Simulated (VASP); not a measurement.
**VASP 6.6.1 run: BN**

INCAR

```
ISMEAR = 0
NBANDS = 11
LREAL = .FALSE.
ENCUT = 520
NELM = 120
LWAVE = .FALSE.
LASPH = .TRUE.
METAGGA = RSCAN
NSW = 0
IBRION = -1
EDIFF = 1E-7
LCHARG = .FALSE.
PREC = Accurate
ISIF = 2
TIME = 0.4
SIGMA = 0.01
ALGO = Damped
```

KPOINTS

```
KPOINTS created by Atomic Simulation Environment
0
Gamma
12 12 12
0 0 0
```

POSCAR

```
B  N
 1.0000000000000000
     0.0349165187000000    1.7807424537000001    1.7807424537000001
     1.7807424537000001    0.0349165187000000    1.7807424537000001
     1.7807424537000001    1.7807424537000001    0.0349165187000000
 B   N
   1   1
Cartesian
  0.0000000000000000  0.0000000000000000  0.0000000000000000
  1.7982007130500000  1.7982007130500000  1.7982007130500000
```

The recommended PBE PAW datasets give the neutral cell 8 valence electrons.

Command

```
mpirun -np 1 vasp_std
```

Q: Predict the outcome of this run.

A: It converged. Results: gap between bands v and c on the k mesh 0.95 eV; least direct gap on the k mesh 5.97 eV; pressure -13.3 GPa. Band v is the last that the valence electrons fill when counted band by band, and c is the next.

OSZICAR

```
N       E                     dE             d eps       ncg     rms           ort
DAV:   1     0.215745233174E+02    0.21575E+02   -0.52791E+03  2079   0.812E+02
DAV:   2    -0.176350532336E+02   -0.39210E+02   -0.36705E+02  2079   0.191E+02
DAV:   3    -0.192747824519E+02   -0.16397E+01   -0.16156E+01  2079   0.355E+01
DAV:   4    -0.193263542747E+02   -0.51572E-01   -0.51174E-01  2079   0.595E+00
DAV:   5    -0.193282957048E+02   -0.19414E-02   -0.19319E-02  2079   0.999E-01
SDA:   6    -0.150494865102E+02    0.42788E+01   -0.12431E+01  2079   0.311E+01   0.000E+00
DMP:   7    -0.159248657070E+02   -0.87538E+00   -0.41072E+00  2079   0.540E+00   0.128E+01
DMP:   8    -0.161152163544E+02   -0.19035E+00   -0.97585E-02  2079   0.526E-01  -0.737E-01
DMP:   9    -0.160987112250E+02    0.16505E-01   -0.32403E-01  2079   0.122E+00  -0.108E+00
DMP:  10    -0.161230909009E+02   -0.24380E-01   -0.26272E-01  2079   0.502E-01   0.405E-01
...
DMP:  15    -0.161406958856E+02   -0.18708E-03   -0.27250E-04  2079   0.108E-03  -0.104E-03
DMP:  16    -0.161406915876E+02    0.42980E-05   -0.45839E-04  2079   0.148E-03  -0.878E-04
DMP:  17    -0.161407253979E+02   -0.33810E-04   -0.30968E-04  2079   0.567E-04   0.543E-04
DMP:  18    -0.161407436374E+02   -0.18240E-04   -0.40910E-05  2079   0.523E-05   0.131E-04
DMP:  19    -0.161407442961E+02   -0.65876E-06   -0.62406E-06  2079   0.440E-05  -0.743E-05
DMP:  20    -0.161407446792E+02   -0.38311E-06   -0.15721E-05  2079   0.386E-05   0.183E-06
DMP:  21    -0.161407457845E+02   -0.11052E-05   -0.58001E-06  2079   0.835E-06   0.161E-05
DMP:  22    -0.161407460615E+02   -0.27703E-06   -0.26383E-07  2079   0.712E-07  -0.137E-07
DMP:  23    -0.161407460391E+02    0.22461E-07   -0.36601E-07  2079   0.151E-06  -0.156E-06
   1 F= -.16140746E+02 E0= -.16140746E+02  d E =-.697734E-20
```

Standard output (part)

```
POSCAR found type information on POSCAR B N
 POSCAR found :  2 types and       2 ions
 LDA part: xc-table for (None), standard interpolation
 POSCAR, INCAR and KPOINTS ok, starting setup
 WAVECAR not read
 entering main loop
 final diagonalization occupied
```

For comparison, a separate r²SCAN run of the intended cell, on usual settings and not on those above, gives a gap of 0.92 eV on its mesh and a pressure of -10.5 GPa.
